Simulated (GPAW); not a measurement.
# Zr (P6_3/mmc) in GPAW: notebook

One crystal, Zr, is run at these levels: PBE; tasks: optical spectrum.

Everything below comes from runs of GPAW 26.7.0. Logs are shortened: lines on timing, memory, paths and dates and some standing lists are left out, and cuts for length are marked. The log counts tension as positive stress, the text compression.

## Step 1: The crystal as given

Symmetry: P6_3/mmc, No. 194, hexagonal system. Conventional cell: a = 3.188 Å, b = 3.188 Å, c = 5.077 Å, α = 90.00°, β = 90.00°, γ = 120.00°. Zr (site symmetry -6m2) has 12 Zr at 3.14 to 3.19 Å as nearest neighbours.

## Step 2: Optical spectrum, PBE

run.py

```python
from ase.dft.bandgap import bandgap
from ase.io import read, write
from gpaw import GPAW, PW
from gpaw.response.df import DielectricFunction

atoms = read('POSCAR')

calc = GPAW(mode=PW(450),
            xc='PBE',
            kpts={'size': (8, 8, 4), 'gamma': True},
            occupations={'name': 'fermi-dirac', 'width': 0.05},
            nbands=24,
            convergence={'density': 1e-06},
            maxiter=150,
            txt='gpaw.txt')
atoms.calc = calc
energy = atoms.get_potential_energy()
calc.write('gs.gpw')
write('result.traj', atoms)
print(f'Energy: {energy:.6f} eV')
print('Fermi level:', round(calc.get_fermi_level(), 4), 'eV')
print(f'Gap: {bandgap(calc)[0]:.4f} eV, direct: {bandgap(calc, direct=True)[0]:.4f} eV')

dense = calc.fixed_density(kpts={'size': (17, 17, 9), 'gamma': True},
                           nbands=38, convergence={'bands': 32, 'eigenstates': 1e-7},
                           update_fermi_level=True, txt='dense.txt')
dense.write('dense.gpw', mode='all')

df = DielectricFunction('dense.gpw', frequencies={'type': 'nonlinear', 'domega0': 0.05, 'omega2': 10},
                        eta=0.1, ecut=50, nbands=32, rate='eta', txt='df.txt')
for direction in ['x', 'z']:
    df.get_dielectric_function(xc='RPA', direction=direction, filename=f'df_{direction}.csv')
```

POSCAR

```
Zr
1.0
    3.1883189697      0.0000000000      0.0000000000
   -1.5941594848      2.7611652231      0.0000000000
    0.0000000000      0.0000000000      5.0774374186
Zr
2
Direct
    0.6666666667      0.3333333333      0.7500000000
    0.3333333333      0.6666666667      0.2500000000
```

Potentials or basis: GPAW PAW data sets (gpaw-data 1.2.1), pw.

Launch:

```
$ OMP_NUM_THREADS=1 python run.py
```

gpaw.txt:

```text
__  _  _
 | _ |_)|_||  |
 |__||  | ||/\| - 26.7.0

Input parameters:
  mode=PW(ecut=450.00000000000006),
  convergence={'density': 1e-06},
  kpts=MonkhorstPack(size=(8, 8, 4), gamma=True),
  maxiter=150,
  nbands=24,
  occupations=Occupations(name='fermi-dirac', width=0.05),
  xc=XC(name='PBE')

Diagonalizing LCAO Hamiltonian
Converting LCAO to pw mode

           Zr

        Zr

Atoms  # Å, Bohr magnetons
|   | symbol |         x |        y |        z |    initial magnetic moments |
|---|--------|-----------|----------|----------|-----------------------------|
| 0 |     Zr |  1.594159 | 0.920388 | 3.808078 | ( 0.0000,  0.0000,  0.0000) |
| 1 |     Zr | -0.000000 | 1.840777 | 1.269359 | ( 0.0000,  0.0000,  0.0000) |

Unit cell  # Å
| periodic |         x |        y |        z |  lengths |     angles |
|----------|-----------|----------|----------|----------|------------|
|      yes |  3.188319 | 0.000000 | 0.000000 | 3.188319 |  90.000000 |
|      yes | -1.594159 | 2.761165 | 0.000000 | 3.188319 |  90.000000 |
|      yes |  0.000000 | 0.000000 | 5.077437 | 5.077437 | 120.000000 |

Number of symmetries: 12
Symmetry operations  # r_c * U_cc + t_c -> r_c
|    | kind |            matrix            |
|----|------|------------------------------|
|  0 |  σ   |  1, 1, 0,  0,-1, 0,  0, 0, 1 |
|  1 |  S6  |  1, 1, 0, -1, 0, 0,  0, 0,-1 |
|  2 |  E   |  1, 0, 0,  0, 1, 0,  0, 0, 1 |
|  3 |  C2  |  1, 0, 0, -1,-1, 0,  0, 0,-1 |
|  4 |  C2  |  0, 1, 0,  1, 0, 0,  0, 0,-1 |
|  5 |  C3  |  0, 1, 0, -1,-1, 0,  0, 0, 1 |
|  6 |  S6  |  0,-1, 0,  1, 1, 0,  0, 0,-1 |
|  7 |  σ   |  0,-1, 0, -1, 0, 0,  0, 0, 1 |
|  8 |  σ   | -1, 0, 0,  1, 1, 0,  0, 0, 1 |
|  9 |  i   | -1, 0, 0,  0,-1, 0,  0, 0,-1 |
| 10 |  C3  | -1,-1, 0,  1, 0, 0,  0, 0, 1 |
| 11 |  C2  | -1,-1, 0,  0, 1, 0,  0, 0,-1 |

BZ-sampling:
  Number of BZ points: 256
  Number of IBZ points: 35

  Monkhorst-Pack size: [8, 8, 4]
  Monkhorst-Pack shift: [0.0625, 0.0625, 0.125]

K-points  # in reciprocal-cell coordinates
|     |                                coordinates |     weight |
|-----|--------------------------------------------|------------|
|   0 | (  0.00000000,   0.00000000,   0.00000000) | 0.00390625 |
|   1 | (  0.00000000,   0.00000000,   0.25000000) | 0.00781250 |
|   2 | (  0.00000000,   0.00000000,   0.50000000) | 0.00390625 |
|   3 | (  0.12500000,   0.00000000,  -0.25000000) | 0.02343750 |
|   4 | (  0.12500000,   0.00000000,   0.00000000) | 0.02343750 |
|   5 | (  0.12500000,   0.00000000,   0.25000000) | 0.02343750 |
|   6 | (  0.12500000,   0.00000000,   0.50000000) | 0.02343750 |
|   7 | (  0.25000000,  -0.12500000,   0.00000000) | 0.02343750 |
|   8 | (  0.25000000,  -0.12500000,   0.25000000) | 0.04687500 |
|   9 | (  0.25000000,  -0.12500000,   0.50000000) | 0.02343750 |
| ... |                                            |            |
|  34 | (  0.50000000,   0.50000000,   0.50000000) | 0.01171875 |

Plane wave coefficients: 996
Cutoff: 450.00000000000006 eV

Spin-components: 1 (collinear spins)
Bands:           24
Projectors:      12
Spin-degeneracy: 2
Datatype:        complex128

Parallelization:
  kpt:    1
  domain: 1
  band:   1

Density:
  Valence electrons: 24.0
  Components: 1
  Grid points: [16 16 25]
  Charge: 0.0  # |e|

Potential:
  Grid points: [16 16 25]

species:
  Zr:
    name:    Zirconium
    Z:       40.0
    valence: 12
    core:    28
    charge:  0.0  # [|e|]
    compensation charges:
      type: gauss
      rc: 0.40  # [Å]
      lmax: 2
    cutoffs:
      filter: 2.39  # [Å]
      core: 1.59  # [Å]
    projectors
    | kind |    occ | energy [eV] | rcut [Å] |
    |------|--------|-------------|----------|
    |   4s |  2.000 |     -54.478 |    1.323 |
    |   5s |  2.000 |      -4.438 |    1.323 |
    |   4p |  6.000 |     -32.467 |    1.334 |
    |   5p |  0.000 |      -1.470 |    1.334 |
    |   4d |  2.000 |      -3.600 |    1.244 |
    |    d |        |      23.611 |    1.244 |

    Using partial waves for Zr as LCAO basis

Reference energy: -195787.142470  # eV

eigensolver:
  PPCG
  Converge bands: occupied
  niter=2

density mixing:
  MSR1-Mixer
  Pratt-step length: 0.05
  Maximum mixing coefficient: 0.75
  Old densities: 10
  SVD Regularization: 0.005
  Good broyden scale: 1.0
  Trust region scale: 1.0
  Backstep threshold: 4.0
  History deletion threshold: 6.0
  Fourier metric: weight=20.0, sigma=0.015

occupation numbers:
  Fermi-Dirac:
    width: 0.0500  # eV

poisson solver:
  ecut: 3600.0000000000005  # eV

xc functional:
  name: PBE with 2 nearest neighbor stencil

convergence criteria:
- Maximum integral of absolute [dens]ity change: 1e-06 electrons / valence electron
- Maximum [total energy] change in last 3 cyles: 0.0005 eV / valence electron
- Maximum integral of absolute [eigenst]ate change: 4e-08 eV^2 / valence electron
maximum number of iterations: 150

SCF iterations
|iter     | |      energy | eigst |  dens |
|---------|-|-------------|-------|-------|
|iter:   1| |  -15.012670 | -0.06 |       |
|iter:   2| |  -14.968796 | -1.77 | -1.30 |
|iter:   3| |  -14.735402 | -1.52 | -1.34 |
|iter:   4| |  -14.737131 | -2.78 | -1.93 |
|iter:   5| |  -14.738561c| -4.16 | -2.36 |
|iter:   6| |  -14.738575c| -5.47 | -3.52 |
|iter:   7| |  -14.738574c| -6.44 | -3.87 |
|iter:   8| |  -14.738576c| -7.59c| -4.22 |
|iter:   9| |  -14.738576c| -7.76c| -5.01 |
|iter:  10| |  -14.738576c| -8.60c| -5.83 |
|iter:  11| |  -14.738576c| -8.92c| -6.44c|

Converged in 11 steps
Energy contributions relative to reference atoms: (reference = -195787.142470)

Energy contributions:
  Kinetic:          11.803343
  Coulomb:         -11.660487
  Zero:              0.583208
  External:          0.000000
  Xc:              -15.456611
  Entropy:          -0.016059
  Spinorbit:         0.000000
  ----------------------------
  Free energy:     -14.746606
  Extrapolated:    -14.738576

dipole moment: (0.000000, 0.000001, 0.000001)  # |e|*Ang

Fermi level: 9.929
Eigenvalues  # (at kpt = [0.000, 0.000, 0.000])
| band index |      eig [eV] | occ [0-2] |
|------------|---------------|-----------|
|          0 |       -38.869 |     2.000 |
|        ... |               |           |
|          2 |       -17.482 |     2.000 |
|          3 |       -16.500 |     2.000 |
|          4 |       -16.500 |     2.000 |
|          5 |       -16.343 |     2.000 |
|          6 |       -16.343 |     2.000 |
|          7 |       -16.340 |     2.000 |
[... 8 lines left out ...]
|         16 |        12.090 |     0.000 |
|         17 |        12.090 |     0.000 |
|        ... |               |           |
|         23 |        23.603 |     0.000 |

No gap
No difference between direct/indirect transitions
# Writing to gs.gpw (mode='')
```

It took 3 min on 1 thread of Arm Neoverse V1, shared host; peak memory 0.46 GiB.

Results:

```
Free energy            : -14.7466 eV
Band gap on the k mesh : none (metal or under the smearing width)
```

Dielectric function (mean over the directions given):
| energy (eV) | real part | imaginary part |
| --- | --- | --- |
| 0.25 | -99.32 | 203.95 |
| 0.88 | 10.18 | 59.19 |
| 1.54 | -1.32 | 39.76 |
| 2.18 | -7.63 | 24.67 |
| 2.79 | -8.67 | 17.63 |
| 3.43 | -6.66 | 11.68 |
| 4.16 | -4.22 | 9.24 |
| 4.79 | -4.97 | 8.50 |
| 5.38 | -5.10 | 6.22 |
| 6.07 | -4.26 | 3.85 |
| 6.63 | -3.03 | 2.44 |
| 7.29 | -1.93 | 2.37 |
| 8.07 | -0.98 | 2.85 |
| 8.71 | -1.72 | 2.10 |
| 9.27 | -0.84 | 1.40 |
| 9.96 | -0.06 | 2.13 |
| 10.57 | -0.90 | 2.50 |
| 11.20 | -1.14 | 2.19 |
| 11.96 | -0.93 | 1.43 |
| 12.53 | -0.84 | 1.16 |
| 13.24 | -0.67 | 0.96 |
| 13.85 | -0.47 | 0.73 |
| 14.48 | -0.32 | 0.76 |
| 15.13 | -0.37 | 0.58 |
| 15.94 | -0.17 | 0.46 |
| 16.64 | -0.08 | 0.36 |
| 17.36 | 0.06 | 0.29 |
| 18.12 | 0.17 | 0.21 |
| 18.90 | 0.30 | 0.16 |
| 19.87 | 0.44 | 0.16 |

Caveat: the intraband term hangs on this k mesh; the long-wavelength limit can be off by several per cent where d states take part; independent-particle spectra lack excitons.

## Step 3: Optical spectrum, PBE

This run uses another cell than the first one, of 21.88 Å³/atom, 0.979 times its volume.

run.py is that of step 2.

POSCAR

```
Zr
1.0
    3.1660223034      0.0000000000      0.0000000000
   -1.5830111517      2.7418557436      0.0000000000
    0.0000000000      0.0000000000      5.0419297016
Zr
2
Direct
    0.6666666667      0.3333333333      0.7500000000
    0.3333333333      0.6666666667      0.2500000000
```

Potentials or basis: GPAW PAW data sets (gpaw-data 1.2.1), pw.

Launch:

```
$ OMP_NUM_THREADS=1 python run.py
```

gpaw.txt:

```text
__  _  _
 | _ |_)|_||  |
 |__||  | ||/\| - 26.7.0

Input parameters:
  mode=PW(ecut=450.00000000000006),
  convergence={'density': 1e-06},
  kpts=MonkhorstPack(size=(8, 8, 4), gamma=True),
  maxiter=150,
  nbands=24,
  occupations=Occupations(name='fermi-dirac', width=0.05),
  xc=XC(name='PBE')

Diagonalizing LCAO Hamiltonian
Converting LCAO to pw mode

           Zr

        Zr

Atoms  # Å, Bohr magnetons
|   | symbol |         x |        y |        z |    initial magnetic moments |
|---|--------|-----------|----------|----------|-----------------------------|
| 0 |     Zr |  1.583011 | 0.913952 | 3.781447 | ( 0.0000,  0.0000,  0.0000) |
| 1 |     Zr | -0.000000 | 1.827904 | 1.260482 | ( 0.0000,  0.0000,  0.0000) |

Unit cell  # Å
| periodic |         x |        y |        z |  lengths |     angles |
|----------|-----------|----------|----------|----------|------------|
|      yes |  3.166022 | 0.000000 | 0.000000 | 3.166022 |  90.000000 |
|      yes | -1.583011 | 2.741856 | 0.000000 | 3.166022 |  90.000000 |
|      yes |  0.000000 | 0.000000 | 5.041930 | 5.041930 | 120.000000 |

Number of symmetries: 12
Symmetry operations  # r_c * U_cc + t_c -> r_c
|    | kind |            matrix            |
|----|------|------------------------------|
|  0 |  σ   |  1, 1, 0,  0,-1, 0,  0, 0, 1 |
|  1 |  S6  |  1, 1, 0, -1, 0, 0,  0, 0,-1 |
|  2 |  E   |  1, 0, 0,  0, 1, 0,  0, 0, 1 |
|  3 |  C2  |  1, 0, 0, -1,-1, 0,  0, 0,-1 |
|  4 |  C2  |  0, 1, 0,  1, 0, 0,  0, 0,-1 |
|  5 |  C3  |  0, 1, 0, -1,-1, 0,  0, 0, 1 |
|  6 |  S6  |  0,-1, 0,  1, 1, 0,  0, 0,-1 |
|  7 |  σ   |  0,-1, 0, -1, 0, 0,  0, 0, 1 |
[... 92 lines left out ...]
  Backstep threshold: 4.0
  History deletion threshold: 6.0
  Fourier metric: weight=20.0, sigma=0.015

occupation numbers:
  Fermi-Dirac:
    width: 0.0500  # eV

poisson solver:
  ecut: 3600.0000000000005  # eV

xc functional:
  name: PBE with 2 nearest neighbor stencil

convergence criteria:
- Maximum integral of absolute [dens]ity change: 1e-06 electrons / valence electron
- Maximum [total energy] change in last 3 cyles: 0.0005 eV / valence electron
- Maximum integral of absolute [eigenst]ate change: 4e-08 eV^2 / valence electron
maximum number of iterations: 150

SCF iterations
|iter     | |      energy | eigst |  dens |
|---------|-|-------------|-------|-------|
|iter:   1| |  -14.972924 | -0.04 |       |
|iter:   2| |  -14.930810 | -1.72 | -1.31 |
|iter:   3| |  -14.698447 | -1.51 | -1.34 |
|iter:   4| |  -14.701732 | -2.87 | -1.95 |
|iter:   5| |  -14.703372c| -4.15 | -2.35 |
|iter:   6| |  -14.703373c| -5.12 | -3.33 |
|iter:   7| |  -14.703359c| -5.97 | -3.52 |
|iter:   8| |  -14.703362c| -7.67c| -4.28 |
|iter:   9| |  -14.703362c| -7.95c| -5.03 |
|iter:  10| |  -14.703362c| -8.71c| -5.62 |
|iter:  11| |  -14.703362c| -9.07c| -6.51c|

Converged in 11 steps
Energy contributions relative to reference atoms: (reference = -195787.142470)

Energy contributions:
  Kinetic:          13.978401
  Coulomb:         -13.242131
  Zero:              0.586336
  External:          0.000000
  Xc:              -16.017233
  Entropy:          -0.017472
  Spinorbit:         0.000000
  ----------------------------
  Free energy:     -14.712098
  Extrapolated:    -14.703362

dipole moment: (0.000000, 0.000001, 0.000001)  # |e|*Ang

Fermi level: 10.187
Eigenvalues  # (at kpt = [0.000, 0.000, 0.000])
| band index |      eig [eV] | occ [0-2] |
|------------|---------------|-----------|
|          0 |       -38.577 |     2.000 |
|        ... |               |           |
|          2 |       -17.232 |     2.000 |
|          3 |       -16.185 |     2.000 |
|          4 |       -16.185 |     2.000 |
|          5 |       -16.017 |     2.000 |
|          6 |       -16.017 |     2.000 |
|          7 |       -16.011 |     2.000 |
[... 8 lines left out ...]
|         16 |        12.384 |     0.000 |
|         17 |        12.384 |     0.000 |
|        ... |               |           |
|         23 |        24.016 |     0.000 |

No gap
No difference between direct/indirect transitions
# Writing to gs.gpw (mode='')
```

df.txt:

```text
NonLinearFrequencyDescriptor(from 0.000 to 73.126 eV, 364 points)
NonLinearFrequencyDescriptor(from 0.000 to 73.126 eV, 364 points)

Calculating chi0 body with:
    Ground state adapter containing:
    Number of spins: 1
    Number of kpoints: 2601
    Number of irreducible kpoints: 261
    Number of completely occupied states: 10
    Number of partially occupied states: 14

    Linear response parametrization:
    q_c: [0.0, 0.0, 0.0]
[... 42 lines left out ...]
    Ground state adapter containing:
    Number of spins: 1
    Number of kpoints: 2601
    Number of irreducible kpoints: 261
    Number of completely occupied states: 10
    Number of partially occupied states: 14

Symmetries of q_c:
    Direct symmetries (Uq -> q): 12
    Indirect symmetries (TUq -> q): 0
In total 12 allowed symmetries.

Integral kind: intraband
Plasma frequency:
[[4.18-0.j 0.  +0.j 0.  +0.j]
 [0.  +0.j 4.18-0.j 0.  +0.j]
 [0.  +0.j 0.  +0.j 4.77+0.j]]

Finished calculating chi0
```

It took 3 min on 1 thread of Arm Neoverse V1, shared host; peak memory 0.46 GiB.

What came out:

| Property | Result |
| --- | --- |
| Free energy | -14.7121 eV |
| Band gap on the k mesh | none (metal or under the smearing width) |

Dielectric function (mean over the directions given):
| energy (eV) | real part | imaginary part |
| --- | --- | --- |
| 0.25 | -105.52 | 213.90 |
| 0.67 | 5.98 | 66.59 |
| 1.15 | -1.26 | 54.08 |
| 1.66 | -4.34 | 40.90 |
| 2.18 | -8.30 | 25.19 |
| 2.66 | -8.44 | 20.74 |
| 3.17 | -8.27 | 14.67 |
| 3.56 | -6.63 | 11.11 |
| 4.03 | -5.33 | 9.11 |
| 4.51 | -4.28 | 8.75 |
| 5.01 | -5.52 | 7.52 |
| 5.53 | -5.07 | 5.93 |
| 6.07 | -4.36 | 3.99 |
| 6.55 | -3.81 | 2.72 |
| 6.87 | -2.72 | 2.37 |
| 7.38 | -2.06 | 2.43 |
| 7.90 | -1.17 | 2.14 |
| 8.43 | -1.16 | 2.85 |
| 8.89 | -1.68 | 1.98 |
| 9.47 | -0.84 | 1.38 |
| 9.76 | -0.38 | 1.49 |
| 10.26 | 0.04 | 2.13 |
| 10.78 | -0.76 | 2.47 |
| 11.31 | -0.87 | 2.14 |
| 11.85 | -1.15 | 1.65 |
| 12.30 | -0.98 | 1.39 |
| 12.77 | -0.81 | 1.15 |
| 13.24 | -0.72 | 0.96 |
| 13.72 | -0.62 | 0.85 |
| 14.22 | -0.40 | 0.77 |
| 14.73 | -0.32 | 0.76 |
| 15.26 | -0.40 | 0.66 |
| 15.80 | -0.24 | 0.52 |
| 16.21 | -0.15 | 0.46 |
| 16.78 | -0.09 | 0.39 |
| 17.36 | 0.04 | 0.34 |
| 17.96 | 0.12 | 0.27 |
| 18.58 | 0.22 | 0.20 |
| 19.22 | 0.33 | 0.15 |
| 19.87 | 0.42 | 0.16 |

Caveat: the intraband term hangs on this k mesh; the long-wavelength limit can be off by several per cent where d states take part; independent-particle spectra lack excitons.

(Part 1 of 2 ends here.)
